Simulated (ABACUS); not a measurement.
Runs of ABACUS 3.10.1 on Pb. The structure is cubic, space group Fm-3m (No. 225). Conventional cell: a = 4.950 Å, b = 4.950 Å, c = 4.950 Å, α = 90.00°, β = 90.00°, γ = 90.00°. Pb (site symmetry m-3m) has 12 Pb at 3.50 Å as nearest neighbours. 

```csv
task,level,potentials or basis,cell,k mesh,cutoff (eV),symmetry key,max steps of the relaxation,force threshold,optimiser,stress threshold,mesh quality,gap on the mesh (eV),pressure (GPa),relaxed volume (Å³/atom)
single point,PBEsol,"SPMS ONCV 1.0 PBE, plane waves",as given,7 × 7 × 7,857,1,-,-,-,-,not flagged,none,-0.1,-
relaxation of cell and atoms,PBEsol,"SPMS ONCV 1.0 PBE, plane waves",relaxed,7 × 7 × 7,857,1,60,0.005 eV/Å,cg,0.5 kbar,not flagged,none,0.0,30.25
single point,TM,"SG15 ONCV 1.2 PBE, plane waves",as given,6 × 6 × 6,993,1,-,-,-,-,coarse,none,(b),-
single point,LDA-PW92,"PseudoDojo NC SR 0.4.1 LDA stringent, plane waves",as given,7 × 7 × 7,1211,1,-,-,-,-,not flagged,none,-1.5,-
relaxation of cell and atoms,LDA-PW92,"PseudoDojo NC SR 0.4.1 LDA stringent, plane waves",relaxed,7 × 7 × 7,1211,1,60,0.01 eV/Å,cg,1 kbar,not flagged,none,0.0,(a)
```

Alike in all rows: no spin polarisation; smearing fermi-dirac 0.05 eV.

Fill in the values left out.

(a) 29.34; (b) -0.2.

Caveats: some runs use coarse meshes; the potentials were made for another functional, which shifts forces and pressure (some runs).

A k mesh can miss the band edges, and the runs leave out spin-orbit coupling on Pb.

A gap of «none» marks a metal or a gap under the smearing width.

The runs don't all hold the same shells in valence.
